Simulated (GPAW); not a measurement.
The system is NiO.

```
CELL_PARAMETERS angstrom
0.00000 2.09131 2.09131
2.09131 0.00000 2.09131
2.09131 2.09131 0.00000
ATOMIC_POSITIONS crystal
Ni 0.00000 0.00000 0.00000
O 0.50000 0.50000 0.50000
```

Base run:

```yaml
Program: GPAW 26.7.0
Functional: PBEsol
Potentials_or_basis: PAW data sets generated in the run's folder for this functional
Cutoff: 600 eV
Basis: pw
k_mesh: 8 × 8 × 8
Occupations: gaussian, width 0.05 eV
Spin: collinear spin, ferromagnetic start
Starting_moments: "[2.0, 0.0] μB"
Fixed_moment: 2 μB
Hubbard_terms: Ni d U = 8 eV
```

Its results: pressure -0.9 GPa; net moment 2.00 μB per cell; site moments Ni +1.84; O +0.11 μB.

Q: The run is repeated on the same cell with these changes: fixed moment from 2 μB to none; hubbard terms from Ni d U = 8 eV to Ni d U = 1 eV. What comes out?

A: Pressure -4.3 GPa; net moment 1.95 μB per cell; site moments Ni +1.61; O +0.23 μB.

Caveats: the cutoff is short for stress and forces, so pressures can be off by a GPa or more; the stock nickel data set gives pressures a few GPa off other programs; a cell with one magnetic atom can't hold antiferromagnetic order, which such compounds often take; the total moment is fixed, so each spin has its own Fermi level (some runs).
